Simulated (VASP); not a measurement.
# GaSb (F-43m) in VASP: band structure with PBE

Aim: the band structure of GaSb with PBE.

All numbers are computed with VASP 6.6.1; they aren't measurements. Logs are shortened: lines on timing, memory, paths and dates and some standing lists are left out, and cuts for length are marked.

**Experimental background.**

A printed reference work, data compilation reports, for a bulk crystal of GaSb at 4.2 K: band gap 0.811 eV (direct).

The results are compared with them further down.

## Step 1: The crystal as given

Symmetry: F-43m, No. 216, cubic system. Conventional cell: a = 6.212 Å, b = 6.212 Å, c = 6.212 Å, α = 90.00°, β = 90.00°, γ = 90.00°. Around Ga (site symmetry -43m) lie 4 Sb at 2.69 Å. Sb (site symmetry -43m) has 4 Ga at 2.69 Å as nearest neighbours.

## Step 2: Band structure, PBE

POSCAR

```
GaSb                                    
1.0
    0.0000000000      3.1059930981      3.1059930981
    3.1059930981     -0.0000000000      3.1059930981
    3.1059930981      3.1059930981      0.0000000000
  Ga              Sb            
     1     1
Direct
     0.0000000000000000    0.0000000000000000    0.0000000000000000
     0.2500000000000000    0.2500000000000000    0.2500000000000000
```

INCAR.step1

```
PREC     = Accurate       # precision mode
ENCUT    = 350            # plane-wave cutoff, eV
EDIFF    = 1E-7           # SCF threshold, eV
ISMEAR   = 0              # smearing method
SIGMA    = 0.02           # smearing width, eV
LREAL    = F              # projectors in reciprocal space
LASPH    = T              # aspherical terms in the spheres
NELM     = 80             # most SCF steps
ALGO     = Fast           # electronic algorithm
ISIF     = 2              # what is computed and relaxed
LWAVE    = F              # write WAVECAR
LCHARG   = T              # write CHGCAR
GGA      = PE             # functional
```

KPOINTS.step1

```
Automatic mesh
0
Gamma
  10 10 10
```

INCAR.step2

```
PREC     = Accurate       # precision mode
ENCUT    = 350            # plane-wave cutoff, eV
EDIFF    = 1E-7           # SCF threshold, eV
ISMEAR   = 0              # smearing method
SIGMA    = 0.05           # smearing width, eV
LREAL    = F              # projectors in reciprocal space
LASPH    = T              # aspherical terms in the spheres
NELM     = 80             # most SCF steps
ALGO     = Fast           # electronic algorithm
ISIF     = 2              # what is computed and relaxed
LWAVE    = F              # write WAVECAR
LCHARG   = F              # write CHGCAR
GGA      = PE             # functional
ICHARG   = 11             # starting density
```

KPOINTS.step2

```
path GXWKGLUWLK,UX
10
line-mode
reciprocal
 0.0000000000  0.0000000000  0.0000000000  G
 0.5000000000  0.0000000000  0.5000000000  X

 0.5000000000  0.0000000000  0.5000000000  X
 0.5000000000  0.2500000000  0.7500000000  W

 0.5000000000  0.2500000000  0.7500000000  W
 0.3750000000  0.3750000000  0.7500000000  K

 0.3750000000  0.3750000000  0.7500000000  K
 0.0000000000  0.0000000000  0.0000000000  G

 0.0000000000  0.0000000000  0.0000000000  G
 0.5000000000  0.5000000000  0.5000000000  L

 0.5000000000  0.5000000000  0.5000000000  L
 0.6250000000  0.2500000000  0.6250000000  U

 0.6250000000  0.2500000000  0.6250000000  U
 0.5000000000  0.2500000000  0.7500000000  W

 0.5000000000  0.2500000000  0.7500000000  W
 0.5000000000  0.5000000000  0.5000000000  L

 0.5000000000  0.5000000000  0.5000000000  L
 0.3750000000  0.3750000000  0.7500000000  K

 0.6250000000  0.2500000000  0.6250000000  U
 0.5000000000  0.0000000000  0.5000000000  X
```

Potentials or basis: VASP PAW PBE potentials, release 64 (Ga_d, Sb).

On the command line:

```sh
cat potpaw_PBE.64/Ga_d/POTCAR potpaw_PBE.64/Sb/POTCAR > POTCAR
cp INCAR.step1 INCAR
cp KPOINTS.step1 KPOINTS
mpirun -np 1 vasp_std > vasp.out
cp INCAR.step2 INCAR
cp KPOINTS.step2 KPOINTS
mpirun -np 1 vasp_std > vasp.out
```

OUTCAR:

```text
PREC = Accurate
   ENCUT = 350
   EDIFF = 1E-7
   ISMEAR = 0
   LREAL = F
   LASPH = T
   NELM = 80
   ISIF = 2
   GGA = PE
   ICHARG = 11

 ion  position               nearest neighbor table
   1  0.000  0.000  0.000-   2 2.69   2 2.69   2 2.69   2 2.69
   2  0.250  0.250  0.250-   1 2.69   1 2.69   1 2.69   1 2.69

  LATTYP: Found a face centered cubic cell.
 ALAT       =     6.2119861962

  Lattice vectors:

 A1 = (   0.0000000000,   3.1059930981,   3.1059930981)
 A2 = (   3.1059930981,   0.0000000000,   3.1059930981)
 A3 = (   3.1059930981,   3.1059930981,   0.0000000000)

Analysis of symmetry for initial positions (statically):
=====================================================================
 Subroutine PRICEL returns:
 Original cell was already a primitive cell.

 Routine SETGRP: Setting up the symmetry group for a
 face centered cubic supercell.

 Subroutine GETGRP returns: Found 24 space group operations
 (whereof 24 operations were pure point group operations)
 out of a pool of 48 trial point group operations.

The static configuration has the point symmetry T_d .

Analysis of symmetry for dynamics (positions and initial velocities):
=====================================================================
 Subroutine PRICEL returns:
 Original cell was already a primitive cell.

 Routine SETGRP: Setting up the symmetry group for a
 face centered cubic supercell.

 Subroutine GETGRP returns: Found 24 space group operations
 (whereof 24 operations were pure point group operations)
 out of a pool of 48 trial point group operations.

The dynamic configuration has the point symmetry T_d .

 Subroutine INISYM returns: Found 24 space group operations
 (whereof 24 operations are pure point group operations),
 and found     1 'primitive' translations

----------------------------------------------------------------------------------------

                                     Primitive cell

  volume of cell :      59.9282

  direct lattice vectors                    reciprocal lattice vectors
     0.000000000  3.105993098  3.105993098    -0.160979109  0.160979109  0.160979109
     3.105993098  0.000000000  3.105993098     0.160979109 -0.160979109  0.160979109
     3.105993098  3.105993098  0.000000000     0.160979109  0.160979109 -0.160979109

  length of vectors
     4.392537564  4.392537564  4.392537564     0.278823995  0.278823995  0.278823995

  position of ions in fractional coordinates (direct lattice)
     0.000000000  0.000000000  0.000000000
     0.250000000  0.250000000  0.250000000

  ion indices of the primitive-cell ions
   primitive index   ion index
                 1           1
[... 75 lines left out ...]
   POTIM  = 0.5000    time-step for ionic-motion
   TEBEG  =    0.0;   TEEND  =   0.0 temperature during run
   PSTRESS=    0.0 pullay stress
   NELECT =      18.0000    total number of electrons
   NUPDOWN=      -1.0000    fix difference up-down
   EMIN   =  10.00;   EMAX   =-10.00  energy-range for DOS
   EFERMI =   0.00;   METHOD = LEGACY
   ISMEAR =     0;   SIGMA  =   0.05  broadening in eV -4-tet -1-fermi 0-gaus
   EFERMI_NEDOS =   21; number of points for ismear=-14 and -15
   IALGO  =     68    algorithm
   IMIX   =      4    mixing-type and parameters
     AMIX     =   0.40;   BMIX     =  1.00
     AMIX_MAG =   1.60;   BMIX_MAG =  1.00
  volume/ion in A,a.u.               =      29.96       202.21
  Fermi-wavevector in a.u.,A,eV,Ry     =   1.096365  2.071830 16.354425  1.202016
  Thomas-Fermi vector in A             =   2.232706
   LORBIT       =      0    0 simple, 1 ext, 2 COOP (PROOUT), +10 PAW based schemes
   GGA     = PE    functional components
   LHFCALC =     F    Hartree Fock is set to
   AEXX    =    0.0000 exact exchange contribution
   IVDW    =     0    specifies the selected vdW correction
   LEPSILON=     F    determine dielectric tensor
   LRPA    =     F    only Hartree local field effects (RPA)
 non-spin polarized calculation
 RMM-DIIS sequential band-by-band and
 Gauss-broadening in eV      SIGMA  =   0.05
  energy-cutoff  :      350.00
  volume of cell :       59.93
 maximum number of plane-waves:       911
 NGX is ok and might be reduce to    28

 number of electron      18.0000010 magnetization

 Free energy of the ion-electron system (eV)
  ---------------------------------------------------
  ext. energy  EPLUGINS =         0.00000000
  ---------------------------------------------------
  free energy    TOTEN  =        -7.45826204 eV

  energy without entropy =       -7.45579051  energy(sigma->0) =       -7.45702628

 E-fermi :   4.4308     XC(G=0):  -8.8908

 val. band max:        4.4139176718   @ k =   0.0000   0.0000   0.0000
 cond. band min:       4.7245057266   @ k =   0.5000   0.5000   0.5000
 fundamental gap:      0.3105880548
 Fermi energy:         4.4307697778

 k-point     1 :       0.0000    0.0000    0.0000
  band No.  band energies     occupation
      1     -10.5261      2.00000
      2     -10.5261      2.00000
      3     -10.5261      2.00000
      4     -10.4822      2.00000
      5     -10.4822      2.00000
      6      -6.7548      2.00000
      7       4.1287      2.00000
      8       4.4139      1.36643
      9       4.4139      1.36643
     10       4.4139      1.36639
     11       7.1999      0.00000
     12       7.1999      0.00000
     13       7.1999      0.00000
[... 354 lines left out ...]
  band No.  band energies     occupation
      1     -10.5583      2.00000
      2     -10.5117      2.00000
      3     -10.5068      2.00000
      4     -10.4875      2.00000
      5     -10.4814      2.00000
      6      -4.4750      2.00000
      7      -2.0604      2.00000
      8       1.1703      2.00000
      9       1.7208      2.00000
     10       7.2058      0.00000
     11       8.3339      0.00000
     12       9.5362      0.00000
     13       9.6394      0.00000

 [... further k-points ...]
[... 5 lines left out ...]
  --------------------------------------------------------------------------------------
  -------------------------------------------------------------------------------------
  Total        0.2214493      0.2214493      0.2214493      0.0000000      0.0000000     -0.0000000
  in kB        5.9204318      5.9204318      5.9204318      0.0000000      0.0000000     -0.0000000
  external PRESSURE =       5.9204318 kB  Pullay stress =       0.0000000 kB

 VOLUME and BASIS-vectors are now :
 -----------------------------------------------------------------------------
  energy-cutoff  :      350.00
  volume of cell :       59.93
      direct lattice vectors                 reciprocal lattice vectors
     0.000000000  3.105993098  3.105993098    -0.160979109  0.160979109  0.160979109
     3.105993098  0.000000000  3.105993098     0.160979109 -0.160979109  0.160979109
     3.105993098  3.105993098  0.000000000     0.160979109  0.160979109 -0.160979109

 POSITION                                       TOTAL-FORCE (eV/Angst)
 -----------------------------------------------------------------------------------
      0.00000      0.00000      0.00000         0.000000      0.000000      0.000000
      1.55300      1.55300      1.55300        -0.000000     -0.000000     -0.000000
 -----------------------------------------------------------------------------------
    total drift:                                0.000003      0.000003      0.000003

  FREE ENERGIE OF THE ION-ELECTRON SYSTEM (eV)
  ---------------------------------------------------
  free  energy   TOTEN  =        -7.4582620403 eV

  energy  without entropy=       -7.4557905117  energy(sigma->0) =       -7.45702628
```

Run time: 25 s. Hardware: 1 thread of Intel Xeon 6975P-C (Granite Rapids), shared host; peak memory 0.18 GiB.

What came out:

- Band gap along the path: none (metal or under the smearing width)

Levels at the corners of the path, in eV from the Fermi level:
| point | band 5 | band 6 | band 7 | band 8 | band 9 | band 10 | band 11 | band 12 | band 13 |
| --- | --- | --- | --- | --- | --- | --- | --- | --- | --- |
| Γ | -14.90 | -11.17 | -0.29 | -0.01 | -0.01 | -0.01 | 2.78 | 2.78 | 2.78 |
| X | -14.90 | -8.90 | -6.62 | -2.42 | -2.42 | 0.94 | 1.33 | 8.38 | 8.38 |
| X | -14.90 | -8.90 | -6.62 | -2.42 | -2.42 | 0.94 | 1.33 | 8.38 | 8.38 |
| W | -14.90 | -8.86 | -6.50 | -3.15 | -2.93 | 3.51 | 4.29 | 4.30 | 4.74 |
| W | -14.90 | -8.86 | -6.50 | -3.15 | -2.93 | 3.51 | 4.29 | 4.30 | 4.74 |
| K | -14.90 | -8.96 | -6.45 | -3.39 | -2.06 | 1.43 | 3.80 | 6.40 | 6.63 |
| K | -14.90 | -8.96 | -6.45 | -3.39 | -2.06 | 1.43 | 3.80 | 6.40 | 6.63 |
| Γ | -14.90 | -11.17 | -0.29 | -0.01 | -0.01 | -0.01 | 2.78 | 2.78 | 2.78 |
| Γ | -14.90 | -11.17 | -0.29 | -0.01 | -0.01 | -0.01 | 2.78 | 2.78 | 2.78 |
| L | -14.90 | -9.66 | -6.15 | -1.09 | -1.09 | 0.30 | 3.74 | 3.74 | 6.49 |
| L | -14.90 | -9.66 | -6.15 | -1.09 | -1.09 | 0.30 | 3.74 | 3.74 | 6.49 |
| U | -14.90 | -8.96 | -6.45 | -3.39 | -2.06 | 1.43 | 3.80 | 6.40 | 6.63 |
| U | -14.90 | -8.96 | -6.45 | -3.39 | -2.06 | 1.43 | 3.80 | 6.40 | 6.63 |
| W | -14.90 | -8.86 | -6.50 | -3.15 | -2.93 | 3.51 | 4.29 | 4.30 | 4.74 |
| W | -14.90 | -8.86 | -6.50 | -3.15 | -2.93 | 3.51 | 4.29 | 4.30 | 4.74 |
| L | -14.90 | -9.66 | -6.15 | -1.09 | -1.09 | 0.30 | 3.74 | 3.74 | 6.49 |
| L | -14.90 | -9.66 | -6.15 | -1.09 | -1.09 | 0.30 | 3.74 | 3.74 | 6.49 |
| K | -14.90 | -8.96 | -6.45 | -3.39 | -2.06 | 1.43 | 3.80 | 6.40 | 6.63 |
| U | -14.90 | -8.96 | -6.45 | -3.39 | -2.06 | 1.43 | 3.80 | 6.40 | 6.63 |
| X | -14.90 | -8.90 | -6.62 | -2.42 | -2.42 | 0.94 | 1.33 | 8.38 | 8.38 |

Caveat: the cutoff is under 1.25 times the usual one of these potentials, so pressure, stress and relaxed cells hold a basis-set (Pulay) error; the log is that of the step along the path at fixed density, whose energy, stress, charges and moments have no meaning; spin-orbit coupling is left out, which moves the levels of the heavy elements; this crystal is a semiconductor, whose small gap the functional closes, so the metal is an error of the method.

## Step 3: How close it comes

Step 2. Against the measured gap of GaSb, 0.811 eV (direct; 4.2 K; a printed reference work, data compilation), the calculated 0.00 eV is off by -0.81 eV. Spin-orbit coupling on Ga, Sb is left out. The value is that of PBE, without temperature or zero-point motion. Semilocal functionals fall short of measured gaps as a rule.
